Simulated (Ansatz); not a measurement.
How far PBE and r2SCAN part for CsPbI3, I vacancy

Base system: a 10-atom supercell of CsPbI3 in the cubic perovskite structure (space group Pm-3m, No. 221; a = 6.3905 Å) at its relaxed geometry.

(Cell as relaxed with PBE.)

Levels (all Ansatz, a first-principles code, PAW): PBE (420 eV, no SOC); r2SCAN (500 eV, scalar-relativistic without spin-orbit coupling).

Each level relaxes its own structure.

Modification: a neutral I vacancy, atoms relaxed at fixed cell, starting from a slightly rattled geometry.

| quantity | PBE | r2SCAN |
|---|---|---|
| largest displacement of a host atom from its site in the perfect cell | 0.67 Å | [?] |
| pressure | -0.2 GPa | [?] |

### Question
Given the PBE results, estimate those of r2SCAN.

### Answer

- largest displacement of a host atom from its site in the perfect cell, r2SCAN: 0.78 Å
- pressure, r2SCAN: -0.3 GPa

PBE's largest displacement of a host atom from its site in the perfect cell lies 0.104 Å below r2SCAN's. Neither level is exact; r2SCAN is the comparison here, not a measurement.

The magnetic state is the one reached from the starting moments; the real material's order can differ, and small cells can't hold many antiferromagnetic ones. In so small a cell the defect repeats every few ångströms: this is an ordered compound, not a dilute defect. A case with no gap was solved on a k-mesh chosen for an insulator, which is coarse for it. Many cubic perovskites are stable only at high temperature; tilts and polar distortions were not tested. This is not the structure that CsPbI3 has at room temperature and ambient pressure.
